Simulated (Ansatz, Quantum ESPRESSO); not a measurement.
# Sn chain with one H atom in line: ballistic transmission, part 3 of 4

Wanted: the transmission near the Fermi level and the conductance of this junction: Sn chain with one H atom in line.

Quantum ESPRESSO 7.5; plane-wave DFT, PBE, GBRV ultrasoft pseudopotentials; cross-check by Ansatz 0.2.0 with PAW datasets.

So far. Step 2 (Ground state): The run needed 16 iterations to bring the estimated error under 1e-07 Ry; the largest force on any atom, held or free, is 3.43 eV/Å. Step 3 (The open system): At no point does T exceed the number of channels.

## 4. Transmission with pwcond.x, with epsproj = 0.01

Level of this step: transmission by pwcond, lead and junction from one cell; plane-wave DFT, PBE, GBRV ultrasoft pseudopotentials (Quantum ESPRESSO).

A sensitivity test on the input.

cond.w.in reads:

```
&inputcond
  outdir = './out'
  prefixt = 'scf'
  tran_file = 'cond.w.dat'
  bdl = 0.7333333333
  bds = 3.7302400000
  ikind = 1
  ewind = 4.0
  epsproj = 0.01
  nz1 = 7
  energy0 = 2.0
  denergy = -0.1
/
1
  0.00000000 0.00000000 1.00000000
41
```

Run with:

```
> OMP_NUM_THREADS=1 mpirun -n 2 pwcond.x -in cond.w.in > cond.w.out
```

Output:

```text
[banner, memory and clock lines left out]
Program PWCOND v.7.5 starts
[citation notice left out]

[...]
./out/scf.save/

[...]
negative rho (up, down):  4.325E-06 0.000E+00
     Reading collected, re-writing distributed wavefunctions

===== INPUT FILE containing all the regions =====

     GEOMETRY:

     lattice parameter (alat)  =      14.1729  a.u.
     the volume                =   10619.8203 (a.u.)^3
     the cross section         =     200.8724 (a.u.)^2
     l of the unit cell        =       3.7302 (alat)
     number of atoms/cell      =           11
     number of atomic types    =            2

     crystal axes: (cart. coord. in units of alat)
               a(1) = (  1.0000  0.0000  0.0000 )
               a(2) = (  0.0000  1.0000  0.0000 )
               a(3) = (  0.0000  0.0000  3.7302 )

   Cartesian axes

     site n.     atom                  positions (alat units)
          1        Sn     tau(  1)=(  0.5000  0.5000  3.7302  )
          2        Sn     tau(  2)=(  0.5000  0.5000  0.3667  )
          3        Sn     tau(  3)=(  0.5000  0.5000  0.7333  )
          4        Sn     tau(  4)=(  0.5000  0.5000  1.1000  )
          5        Sn     tau(  5)=(  0.5000  0.5000  1.4667  )
          6        H      tau(  6)=(  0.5000  0.5000  1.6818  )
          7        Sn     tau(  7)=(  0.5000  0.5000  1.8969  )
          8        Sn     tau(  8)=(  0.5000  0.5000  2.2636  )
          9        Sn     tau(  9)=(  0.5000  0.5000  2.6302  )
         10        Sn     tau( 10)=(  0.5000  0.5000  2.9969  )
         11        Sn     tau( 11)=(  0.5000  0.5000  3.3636  )

     nr1s                      =           54
     nr2s                      =           54
     nr3s                      =          200
     nr1sx                     =           54
     nr2sx                     =           54
     nr3sx                     =          200
     nr1                       =           60
     nr2                       =           60
     nr3                       =          225
     nr1x                      =           60
     nr2x                      =           60
     nr3x                      =          225

 _______________________________
  Radii of nonlocal spheres:

     type       ibeta     ang. mom.          radius (alat units)
       Sn         1         0                    0.1476
       Sn         2         0                    0.1476
       Sn         3         1                    0.1476
       Sn         4         1                    0.1476
       Sn         5         2                    0.1476
       Sn         6         2                    0.1476
       H          1         0                    0.0848
       H          2         0                    0.0848
----- General information -----

--- T calc. with identical leads (ikind=1) ---

     nrx                       =           54
     nry                       =           54
     nz1                       =            7

     energy0               =         2.0E+00
     denergy               =        -1.0E-01
     nenergy               =         41
     ecut2d                =         3.4E+01
     ewind                 =         4.0E+00
     epsproj               =         1.0E-02

     number of k_|| points=    1
                       cryst. coord.
        k(    1) = (   0.0000000   0.0000000), wk =   1.0000000
----- Information about left/right lead -----

     nocros                   =           18
     noins                    =           18
     norb                     =           54
     norbf                    =          164
     nrz                      =           39

      iorb      type   ibeta   ang. mom.   m       position (alat)
        1        1       1        0        1   taunew(   1)=(  0.5000  0.5000  0.0000)
        2        1       2        0        1   taunew(   2)=(  0.5000  0.5000  0.0000)
[...]
54        1       6        2        5   taunew(  54)=(  0.5000  0.5000  0.7333)
    k slab    z(k)  z(k+1)     crossing(iorb=1,norb)
    1   0.0000 0.0188 0.0188   111111111111111111000000000000000000000000000000000000
    2   0.0188 0.0376 0.0188   111111111111111111000000000000000000000000000000000000
[...]
39   0.7145 0.7333 0.0188   000000000000000000000000000000000000111111111111111111
----- Information about scattering region -----

     noins                    =          128
     norb                     =          164
     norbf                    =          164
     nrz                      =          161

      iorb      type   ibeta   ang. mom.   m       position (alat)
        1        1       1        0        1   taunew(   1)=(  0.5000  0.5000  0.0000)
        2        1       2        0        1   taunew(   2)=(  0.5000  0.5000  0.0000)
[...]
164        1       6        2        5   taunew( 164)=(  0.5000  0.5000  2.9969)
 ngper, shell number =          545          70
 ngper, n2d =          545          82
---  E-Ef =    2.0000000  k =    0.0000000   0.0000000
---  ie =          1  ik =          1
 Nchannels of the left tip =            3
 Right moving states:
   k1(2pi/a)   k2(2pi/a)   E-Ef (eV)
  -0.2628630   0.0000119   2.0000000
  -0.2628630   0.0000119   2.0000000
   0.3645245   0.0000060   2.0000000
 Left moving states:
   k1(2pi/a)   k2(2pi/a)   E-Ef (eV)
   0.2628630   0.0000119   2.0000000
   0.2628630   0.0000119   2.0000000
  -0.3645245   0.0000060   2.0000000

 to transmit
 Band j to band i transmissions and reflections:
    j         i     |T_ij|^2    |R_ij|^2

    1 -->     1     0.79925     0.18056
    1 -->     2     0.00000     0.02019
    1 -->     3     0.00000     0.00000
   Total T_j, R_j =    0.79925  0.20075

    2 -->     1     0.00000     0.02019
    2 -->     2     0.79925     0.18056
    2 -->     3     0.00000     0.00000
   Total T_j, R_j =    0.79925  0.20075

    3 -->     1     0.00000     0.00000
    3 -->     2     0.00000     0.00000
    3 -->     3     0.89971     0.10029
   Total T_j, R_j =    0.89971  0.10029

E-Ef(ev), T(x2 spins) =    2.0000000   4.9964327
---  E-Ef =    1.9000000  k =    0.0000000   0.0000000
---  ie =          2  ik =          1
 Nchannels of the left tip =            3
 Right moving states:
   k1(2pi/a)   k2(2pi/a)   E-Ef (eV)
  -0.2782596   0.0000120   1.9000000
  -0.2782596   0.0000120   1.9000000
   0.3578919   0.0000060   1.9000000
 Left moving states:
   k1(2pi/a)   k2(2pi/a)   E-Ef (eV)
   0.2782596   0.0000120   1.9000000
   0.2782596   0.0000120   1.9000000
  -0.3578919   0.0000060   1.9000000

 to transmit
 Band j to band i transmissions and reflections:
    j         i     |T_ij|^2    |R_ij|^2

    1 -->     1     0.81116     0.16854
    1 -->     2     0.00000     0.02030
    1 -->     3     0.00000     0.00000
   Total T_j, R_j =    0.81116  0.18884

    2 -->     1     0.00000     0.02030
    2 -->     2     0.81116     0.16854
    2 -->     3     0.00000     0.00000
   Total T_j, R_j =    0.81116  0.18884

    3 -->     1     0.00000     0.00000
    3 -->     2     0.00000     0.00000
    3 -->     3     0.90355     0.09645
   Total T_j, R_j =    0.90355  0.09645

E-Ef(ev), T(x2 spins) =    1.9000000   5.0517214
---  E-Ef =    1.8000000  k =    0.0000000   0.0000000
---  ie =          3  ik =          1
 Nchannels of the left tip =            3
 Right moving states:
   k1(2pi/a)   k2(2pi/a)   E-Ef (eV)
  -0.2937019   0.0000121   1.8000000
  -0.2937019   0.0000121   1.8000000
   0.3512357   0.0000060   1.8000000
 Left moving states:
   k1(2pi/a)   k2(2pi/a)   E-Ef (eV)
   0.2937019   0.0000121   1.8000000
   0.2937019   0.0000121   1.8000000
  -0.3512357   0.0000060   1.8000000

 to transmit
 Band j to band i transmissions and reflections:
    j         i     |T_ij|^2    |R_ij|^2

    1 -->     1     0.82189     0.15654
    1 -->     2     0.00000     0.02157
    1 -->     3     0.00000     0.00000
   Total T_j, R_j =    0.82189  0.17811

    2 -->     1     0.00000     0.02157
    2 -->     2     0.82189     0.15654
    2 -->     3     0.00000     0.00000
   Total T_j, R_j =    0.82189  0.17811

    3 -->     1     0.00000     0.00000
    3 -->     2     0.00000     0.00000
    3 -->     3     0.90652     0.09348
   Total T_j, R_j =    0.90652  0.09348

E-Ef(ev), T(x2 spins) =    1.8000000   5.1006047
[... further energies and points left out ...]
---  E-Ef =   -1.8000000  k =    0.0000000   0.0000000
---  ie =         39  ik =          1
 Nchannels of the left tip =            1
 Right moving states:
   k1(2pi/a)   k2(2pi/a)   E-Ef (eV)
   0.0865779   0.0000051  -1.8000000
 Left moving states:
   k1(2pi/a)   k2(2pi/a)   E-Ef (eV)
  -0.0865779   0.0000051  -1.8000000

 to transmit
 Band j to band i transmissions and reflections:
    j         i     |T_ij|^2    |R_ij|^2

    1 -->     1     0.75082     0.24918
   Total T_j, R_j =    0.75082  0.24918

E-Ef(ev), T(x2 spins) =   -1.8000000   1.5016493
---  E-Ef =   -1.9000000  k =    0.0000000   0.0000000
---  ie =         40  ik =          1
 Nchannels of the left tip =            1
 Right moving states:
   k1(2pi/a)   k2(2pi/a)   E-Ef (eV)
   0.0780152   0.0000051  -1.9000000
 Left moving states:
   k1(2pi/a)   k2(2pi/a)   E-Ef (eV)
  -0.0780152   0.0000051  -1.9000000

 to transmit
 Band j to band i transmissions and reflections:
    j         i     |T_ij|^2    |R_ij|^2

    1 -->     1     0.72502     0.27498
   Total T_j, R_j =    0.72502  0.27498

E-Ef(ev), T(x2 spins) =   -1.9000000   1.4500421
---  E-Ef =   -2.0000000  k =    0.0000000   0.0000000
---  ie =         41  ik =          1
 Nchannels of the left tip =            1
 Right moving states:
   k1(2pi/a)   k2(2pi/a)   E-Ef (eV)
   0.0692806   0.0000051  -2.0000000
 Left moving states:
   k1(2pi/a)   k2(2pi/a)   E-Ef (eV)
  -0.0692806   0.0000051  -2.0000000

 to transmit
 Band j to band i transmissions and reflections:
    j         i     |T_ij|^2    |R_ij|^2

    1 -->     1     0.69251     0.30749
   Total T_j, R_j =    0.69251  0.30749

E-Ef(ev), T(x2 spins) =   -2.0000000   1.3850299
   T_tot     2.00000      0.49964E+01
   T_tot     1.90000      0.50517E+01
   T_tot     1.80000      0.51006E+01
   T_tot     1.70000      0.51423E+01
   T_tot     1.60000      0.51756E+01
   T_tot     1.50000      0.51996E+01
   T_tot     1.40000      0.52146E+01
   T_tot     1.30000      0.52225E+01
   T_tot     1.20000      0.52267E+01
   T_tot     1.10000      0.52321E+01
   T_tot     1.00000      0.52443E+01
   T_tot     0.90000      0.52682E+01
   T_tot     0.80000      0.53073E+01
   T_tot     0.70000      0.53622E+01
   T_tot     0.60000      0.53635E+01
   T_tot     0.50000      0.54801E+01
   T_tot     0.40000      0.55645E+01
   T_tot     0.30000      0.56245E+01
   T_tot     0.20000      0.56607E+01
   T_tot     0.10000      0.56698E+01
   T_tot    -0.00000      0.56543E+01
   T_tot    -0.10000      0.56214E+01
   T_tot    -0.20000      0.55813E+01
   T_tot    -0.30000      0.55430E+01
   T_tot    -0.40000      0.55082E+01
   T_tot    -0.50000      0.54598E+01
   T_tot    -0.60000      0.53504E+01
   T_tot    -0.70000      0.50791E+01
   T_tot    -0.80000      0.17292E+01
   T_tot    -0.90000      0.17171E+01
   T_tot    -1.00000      0.17038E+01
   T_tot    -1.10000      0.16890E+01
   T_tot    -1.20000      0.16724E+01
   T_tot    -1.30000      0.16537E+01
   T_tot    -1.40000      0.16322E+01
   T_tot    -1.50000      0.16074E+01
   T_tot    -1.60000      0.15782E+01
   T_tot    -1.70000      0.15435E+01
   T_tot    -1.80000      0.15016E+01
   T_tot    -1.90000      0.14500E+01
   T_tot    -2.00000      0.13850E+01

[...]
```

It took 92 s on 2 MPI ranks of Arm Neoverse V2, shared host; peak memory 0.66 GiB; 3.1 min of CPU time.

The changed values were drawn from a wide range, not chosen for quality; the comparison shows what they did here together.

Beside the run it was changed from:

```
                                  quantity  this run  unchanged run  difference
 transmission at the Fermi level, one spin     2.827          2.830     -0.0031
lead channels at the Fermi level, one spin         3              3           0
                             wall time (s)        92            180
```

Over all energies T moves by up to 0.033, at -0.7 eV.

The physical values in this table move by up to 0.11 %.

(Part 3 of 4 ends here.)

[Logs are printed without paths, hosts, clocks, repeated set-up lines and the standing remarks that a program may print on its own settings, such as how far it seeks lower states.]

[Hosts, paths, dates, database ids (printed as entryN), source tags and the programs' standing remarks are cut or masked in the printed files.]

[Maps of the electrostatic potential energy from Ansatz leave out the sawtooth potential of an applied field or a dipole correction, so their vacuum need not be flat; planar profiles and work functions include it.]
